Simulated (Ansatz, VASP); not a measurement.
Two plane-wave programs on Ta2N

```
Ta N
1.0
     5.26371    0.00000    0.00000
    -2.63186    4.55851    0.00000
     0.00000    0.00000    4.91213
Ta N
6 3
Cartesian
  1.7554 3.0404 3.6972
  -0.8765 1.5181 3.6972
  1.7530 0.0000 3.6972
  0.8765 1.5181 1.2149
  -1.7554 3.0404 1.2149
  3.5107 0.0000 1.2149
  2.6319 1.5195 2.4561
  0.0000 3.0390 2.4561
  0.0000 0.0000 0.0000
```

Alike in both runs: functional PBEsol; k mesh 9 × 9 × 8; occupations gaussian, width 0.1 eV; no spin polarisation.

Ansatz relaxed the structure, and its values are those at the end. VASP's run is a single point on that final structure, the one shown.

|  | VASP | Ansatz |
| --- | --- | --- |
| version | VASP 6.6.1 | Ansatz 0.2.0 |
| potentials or method | VASP PAW PBE potentials, release 64 (Ta_pv, N) | scalar-relativistic, plane waves, PAW |
| plane-wave cutoff (eV) | 520 | 420 |
| valence electrons in the cell | 81 | 93 |

|  | VASP | Ansatz | Ansatz less VASP |
| --- | --- | --- | --- |
| gap on the k mesh at the Fermi level (eV) | none | none | - |
| pressure (GPa) | 0.6 | 0.0 | -0.62 |
| rms of the force components (eV/Å) | 0.008 | 0.000 | -0.0079 |

A gap of «none» marks a metal or a gap that the smearing closes. The functional is the same, so the differences come from potentials, cutoffs and numerics. The two sets of potentials don't hold the same shells in valence. Ansatz warned: «pseudo_functional_mismatch».

Caveats: the PAW data sets were made with another functional, which shifts forces and pressure a little (VASP). Spin-orbit coupling is left out, which matters for the levels of Ta.
